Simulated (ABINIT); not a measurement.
# CdTe (F-43m) in ABINIT: a series of runs

One crystal, CdTe, is run at these levels: PBE+D2, PBE, LDA, RPBE, TB-mBJ; tasks: equation of state, band structure.

Program: ABINIT 10.8.3 (patched build). These are calculated values, not measurements. Logs are shortened: lines on timing, memory, paths and dates and some standing lists are left out, and cuts for length are marked. The log counts tension as positive stress, the text compression.

**Measured values to compare with.**

“Multiscale insight into the Cd1-xZnxTe vibrational-mechanical properties -- High-pressure experiments and ab initio calculations”, 2023, arxiv:2306.14539 quotes, for a powder of CdTe: bulk modulus 42 ± 2 GPa.

The results are compared with them further down.

## Step 1: The crystal as given

The structure is cubic, space group F-43m (No. 216). Conventional cell: a = 6.410 Å, b = 6.410 Å, c = 6.410 Å, α = 90.00°, β = 90.00°, γ = 90.00°. Te (site symmetry -43m) is surrounded by 4 Cd at 2.78 Å. Cd (site symmetry -43m) is surrounded by 4 Te at 2.78 Å.

## Step 2: Equation of state, PBE+D2

run.abi

```
# Datasets: one volume each
ndtset 7
getwfk -1
scalecart1 3*0.9795861087
scalecart2 3*0.9864848297
scalecart3 3*0.9932883884
scalecart4 3*1.0000000000
scalecart5 3*1.0066227096
scalecart6 3*1.0131594038
scalecart7 3*1.0196128224

# Pseudopotentials
pp_dirpath "./"
pseudos "Te.GGA_PBE-JTH.xml, Cd.GGA_PBE-JTH.xml"

# Structure
acell 3*1.0 Angstrom
rprim
     0.0000000000     3.2050000000     3.2050000000
     3.2050000000     0.0000000000     3.2050000000
     3.2050000000     3.2050000000     0.0000000000
ntypat 2
znucl 52 48
natom 2
typat 1 2
xred
     0.7500000000     0.7500000000     0.7500000000
     0.0000000000     0.0000000000     0.0000000000

# Plane-wave basis
ecut 17.0
pawecutdg 34.0

# k points
kptopt 1
ngkpt 7 7 7
nshiftk 1
shiftk 0.0 0.0 0.0

# Exchange and correlation
ixc 11
vdw_xc 5

# Bands and occupations
nband 13
occopt 3
tsmear 0.00183747

# SCF cycle
nstep 100
tolvrs 1.0e-9

# Output
iomode 3
prtwf 1
prtden 0
prteig 0
prtebands 0
```

Potentials or basis: JTH PAW PBE v2.0.

On the command line:

```console
> abinit run.abi > log 2>&1
```

run.abo:

```text
.Version 10.8.3 of ABINIT
 DATASET    1 : space group F-4 3 m (#216); Bravais cF (face-center cubic)
================================================================================
 Values of the parameters that define the memory need for DATASET  1.
     intxc =       0    ionmov =       0      iscf =      17    lmnmax =      18
     lnmax =       6     mgfft =      32  mpssoang =       3    mqgrid =    3001
     natom =       2  nloc_mem =       2    nspden =       1   nspinor =       1
    nsppol =       1      nsym =      24    n1xccc =       1    ntypat =       2
    occopt =       3   xclevel =       2
       mpw =        1416          nfft =       32768          nkpt =          20
 PAW method is used; the additional fine FFT grid is defined by:
   mgfftf=        48    nfftf =    110592
================================================================================
================================================================================
[... 71 lines left out ...]
 DATASET    7 : space group F-4 3 m (#216); Bravais cF (face-center cubic)
================================================================================
 Values of the parameters that define the memory need for DATASET  7.
     intxc =       0    ionmov =       0      iscf =      17    lmnmax =      18
     lnmax =       6     mgfft =      36  mpssoang =       3    mqgrid =    3001
     natom =       2  nloc_mem =       2    nspden =       1   nspinor =       1
    nsppol =       1      nsym =      24    n1xccc =       1    ntypat =       2
    occopt =       3   xclevel =       2
       mpw =        1600          nfft =       46656          nkpt =          20
 PAW method is used; the additional fine FFT grid is defined by:
   mgfftf=        48    nfftf =    110592
================================================================================
================================================================================

--------------------------------------------------------------------------------
------------- Echo of variables that govern the present computation ------------
--------------------------------------------------------------------------------
 -outvars: echo values of preprocessed input variables --------
            acell      1.8897261259E+00  1.8897261259E+00  1.8897261259E+00 Bohr
              amu      1.27600000E+02  1.12411000E+02
             ecut      1.70000000E+01 Hartree
           getwfk          -1
              ixc          11
           jdtset        1    2    3    4    5    6    7
         kptrlatt        7    0    0      0    7    0      0    0    7
          kptrlen1     5.87330504E+01
          kptrlen2     5.91466770E+01
          kptrlen3     5.95545980E+01
          kptrlen4     5.99570062E+01
          kptrlen5     6.03540840E+01
          kptrlen6     6.07460046E+01
          kptrlen7     6.11329323E+01
            natom           2
            nband          13
           ndtset           7
            ngfft1         32      32      32
            ngfft2         32      32      32
            ngfft3         32      32      32
            ngfft4         32      32      32
            ngfft5         36      36      36
            ngfft6         36      36      36
            ngfft7         36      36      36
          ngfftdg          48      48      48
             nkpt          20
            nstep         100
             nsym          24
           ntypat           2
           occopt           3
        pawecutdg      3.40000000E+01 Hartree
         pawxcdev           0
           prtden           0
        prtebands           0
           prteig           0
            rprim1     0.0000000000E+00  3.1395734784E+00  3.1395734784E+00
                       3.1395734784E+00  0.0000000000E+00  3.1395734784E+00
                       3.1395734784E+00  3.1395734784E+00  0.0000000000E+00
            rprim2     0.0000000000E+00  3.1616838792E+00  3.1616838792E+00
                       3.1616838792E+00  0.0000000000E+00  3.1616838792E+00
                       3.1616838792E+00  3.1616838792E+00  0.0000000000E+00
            rprim3     0.0000000000E+00  3.1834892848E+00  3.1834892848E+00
                       3.1834892848E+00  0.0000000000E+00  3.1834892848E+00
                       3.1834892848E+00  3.1834892848E+00  0.0000000000E+00
            rprim4     0.0000000000E+00  3.2050000000E+00  3.2050000000E+00
                       3.2050000000E+00  0.0000000000E+00  3.2050000000E+00
                       3.2050000000E+00  3.2050000000E+00  0.0000000000E+00
            rprim5     0.0000000000E+00  3.2262257843E+00  3.2262257843E+00
                       3.2262257843E+00  0.0000000000E+00  3.2262257843E+00
                       3.2262257843E+00  3.2262257843E+00  0.0000000000E+00
            rprim6     0.0000000000E+00  3.2471758892E+00  3.2471758892E+00
                       3.2471758892E+00  0.0000000000E+00  3.2471758892E+00
                       3.2471758892E+00  3.2471758892E+00  0.0000000000E+00
            rprim7     0.0000000000E+00  3.2678590958E+00  3.2678590958E+00
                       3.2678590958E+00  0.0000000000E+00  3.2678590958E+00
                       3.2678590958E+00  3.2678590958E+00  0.0000000000E+00
          spgroup         216
           tolvrs      1.00000000E-09
           tsmear      1.83747000E-03 Hartree
            typat      1  2
           useylm           1
           vdw_xc           5
           xangst1     4.7093602176E+00  4.7093602176E+00  4.7093602176E+00
                       0.0000000000E+00  0.0000000000E+00  0.0000000000E+00
           xangst2     4.7425258188E+00  4.7425258188E+00  4.7425258188E+00
                       0.0000000000E+00  0.0000000000E+00  0.0000000000E+00
           xangst3     4.7752339272E+00  4.7752339272E+00  4.7752339272E+00
                       0.0000000000E+00  0.0000000000E+00  0.0000000000E+00
           xangst4     4.8075000000E+00  4.8075000000E+00  4.8075000000E+00
                       0.0000000000E+00  0.0000000000E+00  0.0000000000E+00
           xangst5     4.8393386764E+00  4.8393386764E+00  4.8393386764E+00
                       0.0000000000E+00  0.0000000000E+00  0.0000000000E+00
           xangst6     4.8707638338E+00  4.8707638338E+00  4.8707638338E+00
                       0.0000000000E+00  0.0000000000E+00  0.0000000000E+00
           xangst7     4.9017886437E+00  4.9017886437E+00  4.9017886437E+00
                       0.0000000000E+00  0.0000000000E+00  0.0000000000E+00
            xcart1     8.8994010395E+00  8.8994010395E+00  8.8994010395E+00
                       0.0000000000E+00  0.0000000000E+00  0.0000000000E+00
            xcart2     8.9620749425E+00  8.9620749425E+00  8.9620749425E+00
                       0.0000000000E+00  0.0000000000E+00  0.0000000000E+00
            xcart3     9.0238843096E+00  9.0238843096E+00  9.0238843096E+00
                       0.0000000000E+00  0.0000000000E+00  0.0000000000E+00
            xcart4     9.0848583503E+00  9.0848583503E+00  9.0848583503E+00
                       0.0000000000E+00  0.0000000000E+00  0.0000000000E+00
            xcart5     9.1450247289E+00  9.1450247289E+00  9.1450247289E+00
                       0.0000000000E+00  0.0000000000E+00  0.0000000000E+00
            xcart6     9.2044096698E+00  9.2044096698E+00  9.2044096698E+00
                       0.0000000000E+00  0.0000000000E+00  0.0000000000E+00
            xcart7     9.2630380637E+00  9.2630380637E+00  9.2630380637E+00
                       0.0000000000E+00  0.0000000000E+00  0.0000000000E+00
             xred      7.5000000000E-01  7.5000000000E-01  7.5000000000E-01
                       0.0000000000E+00  0.0000000000E+00  0.0000000000E+00
            znucl       52.00000   48.00000

================================================================================

 chkinp: Checking input parameters for consistency, jdtset=   1.

 chkinp: Checking input parameters for consistency, jdtset=   2.
[... 40 lines left out ...]
 getcut: wavevector=  0.0000  0.0000  0.0000  ngfft=  48  48  48
         ecut(hartree)=     34.000   => boxcut(ratio)=   2.17948

--- Pseudopotential description ------------------------------------------------
- pspini: atom type   1  psp file is ./Te.GGA_PBE-JTH.xml
 Pseudopotential format is: paw10
 basis_size (lnmax)=  4 (lmn_size=  8), orbitals=   0   0   1   1
 Spheres core radius: rc_sph= 2.31107438
 Shapefunction is SIN type: shapef(r)=[sin(pi*r/rshp)/(pi*r/rshp)]**2
 Radius for shape functions =  2.10488624
 Compensation charge density is not taken into account in XC energy/potential

- pspini: atom type   2  psp file is ./Cd.GGA_PBE-JTH.xml
 Pseudopotential format is: paw10
 basis_size (lnmax)=  6 (lmn_size= 18), orbitals=   0   0   1   1   2   2
 Spheres core radius: rc_sph= 2.50233826
 Shapefunction is BESSEL type: shapef(r,l)=aa(1,l)*jl(q(1,l)*r)+aa(2,l)*jl(q(2,l)*r)
 Radius for shape functions =  2.31074885
 Compensation charge density is not taken into account in XC energy/potential

   2.44797133E+03                                ecore*ucvol(ha*bohr**3)
--------------------------------------------------------------------------------

[... 1297 lines left out ...]
-Cartesian components of stress tensor (GPa)         [Pressure= -6.5559E-01 GPa]
- sigma(1 1)=  6.55587346E-01  sigma(3 2)=  0.00000000E+00
- sigma(2 2)=  6.55587346E-01  sigma(3 1)=  0.00000000E+00
- sigma(3 3)=  6.55587346E-01  sigma(2 1)=  0.00000000E+00

== END DATASET(S) ==============================================================
================================================================================

 -outvars: echo values of variables after computation  --------
            acell      1.8897261259E+00  1.8897261259E+00  1.8897261259E+00 Bohr
           etotal1    -5.5920343236E+01
           etotal2    -5.5921791619E+01
           etotal3    -5.5922889035E+01
           etotal4    -5.5923656755E+01
           etotal5    -5.5924125903E+01
           etotal6    -5.5924360087E+01
           etotal7    -5.5924347042E+01
            fcart1    -0.0000000000E+00 -0.0000000000E+00 -0.0000000000E+00
                      -0.0000000000E+00 -0.0000000000E+00 -0.0000000000E+00
            fcart2    -0.0000000000E+00 -0.0000000000E+00 -0.0000000000E+00
                      -0.0000000000E+00 -0.0000000000E+00 -0.0000000000E+00
            fcart3    -0.0000000000E+00 -0.0000000000E+00 -0.0000000000E+00
                      -0.0000000000E+00 -0.0000000000E+00 -0.0000000000E+00
            fcart4    -4.1679596963E-30 -1.3893198988E-30  6.9465994938E-30
                       4.1679596963E-30  1.3893198988E-30 -6.9465994938E-30
            fcart5    -0.0000000000E+00 -0.0000000000E+00 -0.0000000000E+00
                      -0.0000000000E+00 -0.0000000000E+00 -0.0000000000E+00
[... 38 lines left out ...]
                       0.0000000000E+00  0.0000000000E+00  0.0000000000E+00
           xangst1     4.7093602176E+00  4.7093602176E+00  4.7093602176E+00
                       0.0000000000E+00  0.0000000000E+00  0.0000000000E+00
           xangst2     4.7425258188E+00  4.7425258188E+00  4.7425258188E+00
                       0.0000000000E+00  0.0000000000E+00  0.0000000000E+00
           xangst3     4.7752339272E+00  4.7752339272E+00  4.7752339272E+00
                       0.0000000000E+00  0.0000000000E+00  0.0000000000E+00
           xangst4     4.8075000000E+00  4.8075000000E+00  4.8075000000E+00
                       0.0000000000E+00  0.0000000000E+00  0.0000000000E+00
           xangst5     4.8393386764E+00  4.8393386764E+00  4.8393386764E+00
                       0.0000000000E+00  0.0000000000E+00  0.0000000000E+00
           xangst6     4.8707638338E+00  4.8707638338E+00  4.8707638338E+00
                       0.0000000000E+00  0.0000000000E+00  0.0000000000E+00
           xangst7     4.9017886437E+00  4.9017886437E+00  4.9017886437E+00
                       0.0000000000E+00  0.0000000000E+00  0.0000000000E+00
             xred      7.5000000000E-01  7.5000000000E-01  7.5000000000E-01
                       0.0000000000E+00  0.0000000000E+00  0.0000000000E+00
 Calculation completed.
```

Run time: 1.9 min. Hardware: 1 thread of Arm Neoverse V1, shared host; peak memory 0.16 GiB.

What came out:

- Equilibrium volume: 34.54 Å³/atom
- Bulk modulus: 38 GPa
- Pressure derivative of the bulk modulus: 4.9 (rough: it moves with the points fitted)

Energy against volume, from the lowest point:
```csv
volume (Å³/atom),energy (meV/atom)
30.947,54.65
31.605,34.95
32.263,20.01
32.922,9.57
33.580,3.19
34.239,0.00
34.897,0.18
```

Caveat: the cutoff is too short for stress, so the log's stress isn't used; pressures at fixed basis lie under the slope of the energies. Spin-orbit coupling is left out, which matters for the levels of Te.

[end of part 1 of 2]
